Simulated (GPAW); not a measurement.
# PbSe (Clausthalite) (Fm-3m) in GPAW: settings compared

The runs below take PbSe (Clausthalite) through band structure, with BLYP, r2SCAN.

All numbers are computed with GPAW 26.7.0; they aren't measurements. Logs are shortened: lines on timing, memory, paths and dates and some standing lists are left out, and cuts for length are marked. The log counts tension as positive stress, the text compression.

**Experimental background.**

From a printed reference work, monograph, for a bulk crystal of PbSe at 300 K: band gap 0.28 eV (direct).

The results are compared with them further down.

**1. The structure**

The structure is cubic, space group Fm-3m (No. 225). The conventional cell has a = 6.121 Å, b = 6.121 Å, c = 6.121 Å, α = 90.00°, β = 90.00°, γ = 90.00°. Around Pb (site symmetry m-3m) lie 6 Se at 3.06 Å. Around Se (site symmetry m-3m) lie 6 Pb at 3.06 Å.

**2. Band structure, BLYP**

run.py

```python
from ase.dft.bandgap import bandgap
from ase.io import read, write
from ase.units import GPa
from gpaw import GPAW, PW, setup_paths

setup_paths.insert(0, '.')

atoms = read('POSCAR')

calc = GPAW(mode=PW(600),
            xc='BLYP',
            kpts={'size': (8, 8, 8), 'gamma': True},
            occupations={'name': 'fermi-dirac', 'width': 0.05},
            nbands=19,
            convergence={'density': 1e-05, 'energy': 1e-05},
            eigensolver='davidson',
            maxiter=150,
            txt='gpaw.txt')
atoms.calc = calc
energy = atoms.get_potential_energy()
forces = atoms.get_forces()
stress = atoms.get_stress()
calc.write('gs.gpw')
write('result.traj', atoms)
print(f'Energy: {energy:.6f} eV')
print('Forces (eV/A):')
print(forces.round(4))
print('Stress (GPa):', (stress / GPa).round(3))
print('Fermi level:', round(calc.get_fermi_level(), 4), 'eV')
print(f'Gap: {bandgap(calc)[0]:.4f} eV, direct: {bandgap(calc, direct=True)[0]:.4f} eV')

path = atoms.cell.bandpath('GXWKGLUWLK,UX', npoints=100, eps=1e-4)
bs_calc = calc.fixed_density(kpts=path, symmetry='off', nbands=31,
                             convergence={'bands': 'CBM+6.0', 'eigenstates': 1e-6}, txt='bands.txt')
bs = bs_calc.band_structure()
bs.write('bs.json')
print(f'Gap on the path: {bandgap(bs_calc)[0]:.4f} eV')
```

POSCAR

```
PbSe
1.0
    0.0000000000      3.0606500000      3.0606500000
    3.0606500000      0.0000000000      3.0606500000
    3.0606500000      3.0606500000      0.0000000000
Pb Se
1 1
Direct
    0.0000000000      0.0000000000      0.0000000000
    0.5000000000      0.5000000000      0.5000000000
```

Potentials or basis: PAW data sets generated in the run's folder for this functional, pw.

Started as:

```console
gpaw-setup -f BLYP Pb Se
OMP_NUM_THREADS=1 python run.py
```

gpaw.txt:

```text
__  _  _
 | _ |_)|_||  |
 |__||  | ||/\| - 26.7.0

Input parameters:
  mode=PW(ecut=600.0),
  convergence={'density': 1e-05, 'energy': 1e-05},
  eigensolver=Davidson(niter=2),
  kpts=MonkhorstPack(size=(8, 8, 8), gamma=True),
  maxiter=150,
  nbands=19,
  occupations=Occupations(name='fermi-dirac', width=0.05),
  xc=XC(name='BLYP')

Diagonalizing LCAO Hamiltonian
Converting LCAO to pw mode

                Se

       Pb

Atoms  # Å, Bohr magnetons
|   | symbol |        x |        y |        z |    initial magnetic moments |
|---|--------|----------|----------|----------|-----------------------------|
| 0 |     Pb | 0.000000 | 0.000000 | 0.000000 | ( 0.0000,  0.0000,  0.0000) |
| 1 |     Se | 3.060650 | 3.060650 | 3.060650 | ( 0.0000,  0.0000,  0.0000) |

Unit cell  # Å
| periodic |        x |        y |        z |  lengths |    angles |
|----------|----------|----------|----------|----------|-----------|
|      yes | 0.000000 | 3.060650 | 3.060650 | 4.328413 | 60.000000 |
|      yes | 3.060650 | 0.000000 | 3.060650 | 4.328413 | 60.000000 |
|      yes | 3.060650 | 3.060650 | 0.000000 | 4.328413 | 60.000000 |

Number of symmetries: 48
Symmetry operations  # r_c * U_cc + t_c -> r_c
|    | kind |            matrix            |
|----|------|------------------------------|
|  0 |  σ   |  1, 0, 0,  1, 0,-1,  1,-1, 0 |
|  1 |  C2  |  1, 0, 0,  1,-1, 0,  1, 0,-1 |
|  2 |  E   |  1, 0, 0,  0, 1, 0,  0, 0, 1 |
|  3 |  σ   |  1, 0, 0,  0, 0, 1,  0, 1, 0 |
|  4 |  C4  |  1, 0,-1,  1, 0, 0,  1,-1, 0 |
|  5 |  S6  |  1, 0,-1,  1,-1, 0,  1, 0, 0 |
|  6 |  σ   |  1, 0,-1,  0, 1,-1,  0, 0,-1 |
|  7 |  C3  |  1, 0,-1,  0, 0,-1,  0, 1,-1 |
|  8 |  S6  |  1,-1, 0,  1, 0, 0,  1, 0,-1 |
|  9 |  C4  |  1,-1, 0,  1, 0,-1,  1, 0, 0 |
| 10 |  C3  |  1,-1, 0,  0,-1, 1,  0,-1, 0 |
| 11 |  σ   |  1,-1, 0,  0,-1, 0,  0,-1, 1 |
| 12 |  σ   |  0, 1, 0,  1, 0, 0,  0, 0, 1 |
| 13 |  C4  |  0, 1, 0,  0, 1,-1, -1, 1, 0 |
| 14 |  C3  |  0, 1, 0,  0, 0, 1,  1, 0, 0 |
| 15 |  S6  |  0, 1, 0, -1, 1, 0,  0, 1,-1 |
| 16 |  C2  |  0, 1,-1,  1, 0,-1,  0, 0,-1 |
| 17 |  σ   |  0, 1,-1,  0, 1, 0, -1, 1, 0 |
| 18 |  S4  |  0, 1,-1,  0, 0,-1,  1, 0,-1 |
| 19 |  C4  |  0, 1,-1, -1, 1, 0,  0, 1, 0 |
| 20 |  C3  |  0, 0, 1,  1, 0, 0,  0, 1, 0 |
| 21 |  σ   |  0, 0, 1,  0, 1, 0,  1, 0, 0 |
| 22 |  S6  |  0, 0, 1,  0,-1, 1, -1, 0, 1 |
| 23 |  C4  |  0, 0, 1, -1, 0, 1,  0,-1, 1 |
| 24 |  S4  |  0, 0,-1,  1, 0,-1,  0, 1,-1 |
| 25 |  C3  |  0, 0,-1,  0, 1,-1,  1, 0,-1 |
| 26 |  C2  |  0, 0,-1,  0,-1, 0, -1, 0, 0 |
| 27 |  S6  |  0, 0,-1, -1, 0, 0,  0,-1, 0 |
| 28 |  S4  |  0,-1, 1,  1,-1, 0,  0,-1, 0 |
| 29 |  C4  |  0,-1, 1,  0, 0, 1, -1, 0, 1 |
| 30 |  C2  |  0,-1, 1,  0,-1, 0,  1,-1, 0 |
| 31 |  σ   |  0,-1, 1, -1, 0, 1,  0, 0, 1 |
| 32 |  C3  |  0,-1, 0,  1,-1, 0,  0,-1, 1 |
| 33 |  S6  |  0,-1, 0,  0, 0,-1, -1, 0, 0 |
| 34 |  S4  |  0,-1, 0,  0,-1, 1,  1,-1, 0 |
| 35 |  C2  |  0,-1, 0, -1, 0, 0,  0, 0,-1 |
| 36 |  C2  | -1, 1, 0,  0, 1, 0,  0, 1,-1 |
| 37 |  S6  | -1, 1, 0,  0, 1,-1,  0, 1, 0 |
| 38 |  S4  | -1, 1, 0, -1, 0, 1, -1, 0, 0 |
| 39 |  C3  | -1, 1, 0, -1, 0, 0, -1, 0, 1 |
| 40 |  S6  | -1, 0, 1,  0, 0, 1,  0,-1, 1 |
| 41 |  C2  | -1, 0, 1,  0,-1, 1,  0, 0, 1 |
| 42 |  C3  | -1, 0, 1, -1, 1, 0, -1, 0, 0 |
| 43 |  S4  | -1, 0, 1, -1, 0, 0, -1, 1, 0 |
| 44 |  C2  | -1, 0, 0,  0, 0,-1,  0,-1, 0 |
| 45 |  i   | -1, 0, 0,  0,-1, 0,  0, 0,-1 |
| 46 |  σ   | -1, 0, 0, -1, 1, 0, -1, 0, 1 |
| 47 |  C2  | -1, 0, 0, -1, 0, 1, -1, 1, 0 |

BZ-sampling:
  Number of BZ points: 512
  Number of IBZ points: 29

  Monkhorst-Pack size: [8, 8, 8]
  Monkhorst-Pack shift: [0.0625, 0.0625, 0.0625]

K-points  # in reciprocal-cell coordinates
|     |                                coordinates |     weight |
|-----|--------------------------------------------|------------|
|   0 | (  0.00000000,   0.00000000,   0.00000000) | 0.00195312 |
|   1 | (  0.12500000,   0.12500000,   0.00000000) | 0.01171875 |
|   2 | (  0.12500000,   0.12500000,   0.12500000) | 0.01562500 |
|   3 | (  0.25000000,   0.12500000,   0.12500000) | 0.02343750 |
|   4 | (  0.25000000,   0.25000000,   0.00000000) | 0.01171875 |
|   5 | (  0.25000000,   0.25000000,   0.12500000) | 0.04687500 |
|   6 | (  0.25000000,   0.25000000,   0.25000000) | 0.01562500 |
|   7 | (  0.37500000,   0.25000000,  -0.37500000) | 0.04687500 |
|   8 | (  0.37500000,   0.25000000,   0.12500000) | 0.04687500 |
|   9 | (  0.37500000,   0.25000000,   0.25000000) | 0.04687500 |
| ... |                                            |            |
|  28 | (  0.50000000,   0.50000000,   0.50000000) | 0.00781250 |

Plane wave coefficients: 1930
Cutoff: 600.0 eV

Spin-components: 1 (collinear spins)
Bands:           19
Projectors:      11
Spin-degeneracy: 2
Datatype:        complex128

Parallelization:
  kpt:    1
  domain: 1
  band:   1

Density:
  Valence electrons: 20.0
  Components: 1
  Grid points: [25 25 25]
  Charge: 0.0  # |e|

Potential:
  Grid points: [25 25 25]

species:
  Pb:
    name:    Lead
    Z:       82.0
    valence: 14
    core:    68
    charge:  0.0  # [|e|]
    compensation charges:
      type: gauss
      rc: 0.38  # [Å]
      lmax: 2
    cutoffs:
      filter: 2.36  # [Å]
      core: 2.43  # [Å]
    projectors
    | kind |    occ | energy [eV] | rcut [Å] |
    |------|--------|-------------|----------|
    |   6s |  2.000 |     -11.882 |    1.259 |
    |   6p |  2.000 |      -3.433 |    1.275 |
    |   5d | 10.000 |     -20.985 |    1.217 |
    |    s |        |      15.329 |    1.259 |
    |    p |        |      23.778 |    1.275 |
    |    d |        |       6.227 |    1.217 |

    Using partial waves for Pb as LCAO basis

  Se:
    name:    Selenium
    Z:       34.0
    valence: 6
    core:    28
    charge:  0.0  # [|e|]
    compensation charges:
      type: gauss
      rc: 0.27  # [Å]
      lmax: 2
    cutoffs:
      filter: 1.77  # [Å]
      core: 2.67  # [Å]
    projectors
    | kind |    occ | energy [eV] | rcut [Å] |
    |------|--------|-------------|----------|
    |   4s |  2.000 |     -17.183 |    0.847 |
    |   4p |  4.000 |      -6.370 |    1.005 |
    |    s |        |      10.028 |    0.847 |
    |    p |        |      20.842 |    1.005 |
    |    d |        |       0.000 |    0.847 |

    Using partial waves for Se as LCAO basis

Reference energy: -633418.485990  # eV

eigensolver:
  Davidson
  Converge bands: occupied
  niter=2

density mixing:
  MSR1-Mixer
  Pratt-step length: 0.05
  Maximum mixing coefficient: 0.75
  Old densities: 10
  SVD Regularization: 0.005
  Good broyden scale: 1.0
  Trust region scale: 1.0
  Backstep threshold: 4.0
  History deletion threshold: 6.0
  Fourier metric: weight=20.0, sigma=0.015

occupation numbers:
  Fermi-Dirac:
    width: 0.0500  # eV

poisson solver:
  ecut: 4800.0  # eV

xc functional:
  name: BLYP with 2 nearest neighbor stencil

convergence criteria:
- Maximum integral of absolute [dens]ity change: 1e-05 electrons / valence electron
- Maximum [total energy] change in last 3 cyles: 1e-05 eV / valence electron
- Maximum integral of absolute [eigenst]ate change: 4e-08 eV^2 / valence electron
maximum number of iterations: 150

SCF iterations
|iter     | |      energy | eigst |  dens |
|---------|-|-------------|-------|-------|
|iter:   1| |   -7.576361 | -0.30 |       |
|iter:   2| |   -7.495506 | -1.63 | -1.17 |
|iter:   3| |   -7.236678 | -1.80 | -1.22 |
|iter:   4| |   -7.238155 | -3.55 | -1.86 |
|iter:   5| |   -7.238882 | -4.16 | -2.20 |
|iter:   6| |   -7.238892 | -5.15 | -3.29 |
|iter:   7| |   -7.238896c| -6.38 | -3.75 |
|iter:   8| |   -7.238896c| -6.94 | -4.21 |
|iter:   9| |   -7.238896c| -7.69c| -4.94 |
|iter:  10| |   -7.238896c| -8.25c| -5.52c|

Converged in 10 steps
Energy contributions relative to reference atoms: (reference = -633418.485990)

Energy contributions:
  Kinetic:          25.060627
  Coulomb:         -24.531554
  Zero:              0.070808
  External:          0.000000
  Xc:               -7.838691
  Entropy:          -0.000172
  Spinorbit:         0.000000
  ----------------------------
  Free energy:      -7.238982
  Extrapolated:     -7.238896

dipole moment: (-25.994137, -25.994137, -25.994137)  # |e|*Ang

Fermi level: 6.700
Eigenvalues  # (at kpt = [0.000, 0.000, 0.000])
| band index |      eig [eV] | occ [0-2] |
|------------|---------------|-----------|
|          0 |       -10.354 |     2.000 |
|        ... |               |           |
|          2 |       -10.348 |     2.000 |
|          3 |       -10.348 |     2.000 |
|          4 |       -10.348 |     2.000 |
|          5 |        -7.091 |     2.000 |
|          6 |         0.110 |     2.000 |
|          7 |         4.636 |     2.000 |
[... 9 lines left out ...]
|         17 |        15.348 |     0.000 |
|         18 |        15.713 |     0.000 |

Gap: 0.375 eV
Transition (v -> c):
  (s=0, k=28, n=9, [0.50, 0.50, 0.50]) -> (s=0, k=28, n=10, [0.50, 0.50, 0.50])
No difference between direct/indirect transitions

Forces  # eV/Ang
|        x |       y |       z |
|----------|---------|---------|
| -0.00000 | 0.00000 | 0.00000 |  # Pb   0
|  0.00000 | 0.00000 | 0.00000 |  # Se   1

Stress tensor  # eV/Ang^3
|         x |         y |         z |
|-----------|-----------|-----------|
| -0.035614 |  0.000000 |  0.000000 |
|  0.000000 | -0.035614 |  0.000000 |
|  0.000000 |  0.000000 | -0.035614 |

# Writing to gs.gpw (mode='')
```

It took 60 s on 1 thread of Arm Neoverse V2, shared host; peak memory 0.32 GiB.

Results:

- Free energy: -7.2390 eV
- Pressure: 5.7 GPa
- Band gap on the k mesh: 0.37 eV, direct
- Band gap along the path: 0.37 eV, direct

Levels at the corners of the path, in eV from the valence-band top:
```tsv
point	band 8	band 9	band 10	band 11	band 12	band 13
Γ	-1.88	-1.88	-1.88	4.59	4.59	4.59
X	-4.89	-3.20	-3.20	4.03	5.49	5.49
W	-4.16	-4.16	-0.79	1.85	5.02	5.02
K	-4.49	-2.69	-2.37	3.42	3.94	5.44
Γ	-1.88	-1.88	-1.88	4.59	4.59	4.59
L	-1.44	-1.44	0.00	0.37	1.66	1.66
U	-4.49	-2.69	-2.37	3.42	3.94	5.44
W	-4.16	-4.16	-0.79	1.85	5.02	5.02
L	-1.44	-1.44	0.00	0.37	1.66	1.66
K	-4.49	-2.69	-2.37	3.42	3.94	5.44
U	-4.49	-2.69	-2.37	3.42	3.94	5.44
X	-4.89	-3.20	-3.20	4.03	5.49	5.49
```

Caveat: spin-orbit coupling is left out, which as a rule narrows the gap of such compounds by several tenths of an eV.

**3. Band structure, r2SCAN**

run.py, as its differences from that of step 2:

```diff
@@ -1,12 +1,17 @@
+from ase import Atoms
 from ase.dft.bandgap import bandgap
-from ase.io import read, write
+from ase.io import write
 from ase.units import GPa
-from gpaw import GPAW, PW, setup_paths
+from gpaw import GPAW, PW
 
-setup_paths.insert(0, '.')
-
-atoms = read('POSCAR')
+atoms = Atoms(['Pb', 'Se'],
+              cell=[[0.0, 3.06065, 3.06065],
+                    [3.06065, 0.0, 3.06065],
+                    [3.06065, 3.06065, 0.0]],
+              scaled_positions=[[0.0, 0.0, 0.0],
+                                [0.5, 0.5, 0.5]],
+              pbc=True)
 
 calc = GPAW(mode=PW(600),
-            xc='BLYP',
+            xc='MGGA_X_R2SCAN+MGGA_C_R2SCAN',
             kpts={'size': (8, 8, 8), 'gamma': True},
@@ -15,3 +20,2 @@
             convergence={'density': 1e-05, 'energy': 1e-05},
-            eigensolver='davidson',
             maxiter=150,
@@ -31,3 +35,3 @@
 
-path = atoms.cell.bandpath('GXWKGLUWLK,UX', npoints=100, eps=1e-4)
+path = atoms.cell.bandpath('GXWKGLUWLK,UX', npoints=60, eps=1e-4)
 bs_calc = calc.fixed_density(kpts=path, symmetry='off', nbands=31,
```

Potentials or basis: GPAW PAW data sets (gpaw-data 1.2.1), pw.

Started as:

```console
OMP_NUM_THREADS=1 python run.py
```

Run time: 2.3 min. Hardware: 1 thread of Arm Neoverse V2, shared host; peak memory 0.41 GiB.

It converged, with:

```yaml
Free_energy: -34.5590 eV
Pressure: 1.3 GPa
Band_gap_on_the_k_mesh: 0.53 eV, direct
Band_gap_along_the_path: 0.53 eV, direct
```

Levels at the corners of the path, in eV from the valence-band top:
```csv
point,band 6,band 7,band 8,band 9,band 10,band 11,band 12,band 13,band 14
Γ,-14.18,-6.32,-2.08,-2.08,-2.08,4.97,4.97,4.97,6.92
X,-12.69,-7.51,-5.21,-3.45,-3.45,3.98,5.93,5.93,6.42
W,-12.66,-8.20,-4.44,-4.44,-0.91,2.10,5.25,5.25,8.14
K,-12.70,-8.23,-4.79,-2.92,-2.51,3.65,4.23,5.77,6.19
Γ,-14.18,-6.32,-2.08,-2.08,-2.08,4.97,4.97,4.97,6.92
L,-13.09,-9.05,-1.66,-1.66,0.00,0.53,1.85,1.85,9.05
U,-12.70,-8.23,-4.79,-2.92,-2.51,3.65,4.23,5.77,6.19
W,-12.66,-8.20,-4.44,-4.44,-0.91,2.10,5.25,5.25,8.14
L,-13.09,-9.05,-1.66,-1.66,0.00,0.53,1.85,1.85,9.05
K,-12.70,-8.23,-4.79,-2.92,-2.51,3.65,4.23,5.77,6.19
U,-12.70,-8.23,-4.79,-2.92,-2.51,3.65,4.23,5.77,6.19
X,-12.69,-7.51,-5.21,-3.45,-3.45,3.98,5.93,5.93,6.42
```

Caveat: the PAW data sets were made with another functional, which shifts forces and pressure a little; spin-orbit coupling is left out, which as a rule narrows the gap of such compounds by several tenths of an eV.

**4. Band structure, r2SCAN, spin-orbit coupling, no magnetisation**

run.py, as its differences from that of step 3:

```diff
@@ -1 +1,2 @@
+import numpy as np
 from ase import Atoms
@@ -3,4 +4,6 @@
 from ase.io import write
-from ase.units import GPa
+from ase.units import Bohr, GPa
 from gpaw import GPAW, PW
+from gpaw.elf import elf_from_dft_calculation
+from gpaw.spinorbit import soc_eigenstates
 
@@ -16,3 +19,3 @@
             xc='MGGA_X_R2SCAN+MGGA_C_R2SCAN',
-            kpts={'size': (8, 8, 8), 'gamma': True},
+            kpts={'size': (6, 6, 6), 'gamma': True},
             occupations={'name': 'fermi-dirac', 'width': 0.05},
@@ -35,2 +38,7 @@
 
+# fields on the real-space grid
+write('density.cube', atoms, data=calc.get_pseudo_density() * Bohr**3)
+write('potential.cube', atoms, data=calc.get_electrostatic_potential())
+write('elf.cube', atoms, data=elf_from_dft_calculation(calc).data)
+
 path = atoms.cell.bandpath('GXWKGLUWLK,UX', npoints=60, eps=1e-4)
@@ -41 +49,7 @@
 print(f'Gap on the path: {bandgap(bs_calc)[0]:.4f} eV')
+
+soc = soc_eigenstates(bs_calc, theta=0, phi=0, ignore_xc_potential=True)
+np.savetxt('soc_bands.dat', soc.eigenvalues(), fmt='%.4f')
+mesh = soc_eigenstates('gs.gpw', theta=0, phi=0, ignore_xc_potential=True)
+np.savetxt('soc_mesh.dat', mesh.eigenvalues(), fmt='%.4f')
+print('Fermi level with spin-orbit coupling:', round(mesh.fermi_level, 4), 'eV')
```

Started as:

```console
OMP_NUM_THREADS=1 python run.py
```

Wall time 1.8 min (1 thread of Arm Neoverse V2, shared host); peak memory 0.42 GiB.

Results (log left out):

| Quantity | Value |
| --- | --- |
| Free energy | -34.5611 eV |
| Pressure | 1.3 GPa |
| Band gap on the k mesh | 0.15 eV, direct |
| Band gap along the path | 0.22 eV, direct |

Levels at the corners of the path, in eV from the valence-band top:
```csv
point,band 18,band 19,band 20,band 21,band 22,band 23
Γ,-1.65,-1.65,-1.65,3.22,3.22,6.19
X,-3.54,-2.98,-2.98,4.20,4.20,4.84
W,-4.13,-0.70,-0.70,2.04,2.04,5.38
K,-2.86,-2.21,-2.21,3.30,3.30,4.65
Γ,-1.65,-1.65,-1.65,3.22,3.22,6.19
L,-1.33,0.00,0.00,0.22,0.22,1.82
U,-2.86,-2.21,-2.21,3.30,3.31,4.65
W,-4.13,-0.70,-0.70,2.04,2.04,5.38
L,-1.33,0.00,0.00,0.22,0.22,1.82
K,-2.86,-2.21,-2.21,3.30,3.30,4.65
U,-2.86,-2.21,-2.21,3.30,3.31,4.65
X,-3.54,-2.98,-2.98,4.20,4.20,4.84
```

Caveat: spin-orbit coupling was added after a scalar SCF, so levels and gaps hold it while energy, forces, pressure and moments don't; this program's spin-orbit splittings come out too wide for heavy elements; the PAW data sets were made with another functional, which shifts forces and pressure a little.

**5. The runs side by side**

```tsv
level	potentials or basis	spin	k mesh	eigensolver	band points	spin axis theta (degrees)	spin axis phi (degrees)	gap on the mesh (eV)	pressure (GPa)
BLYP	PAW data sets generated in the run's folder for this functional, pw	off	8 × 8 × 8	davidson	100	-	-	0.37	5.7
r2SCAN	GPAW PAW data sets (gpaw-data 1.2.1), pw	off	8 × 8 × 8	-	60	-	-	0.53	1.3
r2SCAN	GPAW PAW data sets (gpaw-data 1.2.1), pw	SOC, no magnetisation	6 × 6 × 6	-	60	0	0	0.15	1.3
```

Alike in all rows: task band structure; cell as given; cutoff (eV) 600; smearing fermi-dirac 0.05 eV.

Caveats: spin-orbit coupling is left out, which as a rule narrows the gap of such compounds by several tenths of an eV (some runs); the PAW data sets were made with another functional, which shifts forces and pressure a little (some runs); spin-orbit coupling was added after a scalar SCF, so levels and gaps hold it while energy, forces, pressure and moments don't (some runs); this program's spin-orbit splittings come out too wide for heavy elements (some runs).

Total energies depend on the potentials used, so only differences within one code and one set of settings carry meaning.

**6. Against experiment**

Step 2. Against the measured gap of PbSe, 0.28 eV (direct; 300 K; a printed reference work, monograph), the calculated 0.37 eV is off by +0.09 eV. 2 values of this kind are on record (0.15 to 0.28 eV); this one was drawn at random. Spin-orbit coupling on Pb, Se is left out. The value is that of BLYP, without temperature or zero-point motion.

Step 3. A measured gap of PbSe is 0.28 eV (direct; 300 K; a printed reference work, monograph); the calculated 0.53 eV misses it by +0.25 eV. 2 values of this kind are on record (0.15 to 0.28 eV); this one was drawn at random. Spin-orbit coupling on Pb, Se is left out. The value is that of r2SCAN, without temperature or zero-point motion.

Step 4. Measured gap of PbSe: 0.28 eV (direct; 300 K; a printed reference work, monograph). This calculation gives 0.15 eV (-0.13 eV). 2 values of this kind are on record (0.15 to 0.28 eV); this one was drawn at random. The value is that of r2SCAN on a finite k mesh, which can miss the band edges, without temperature or zero-point motion.
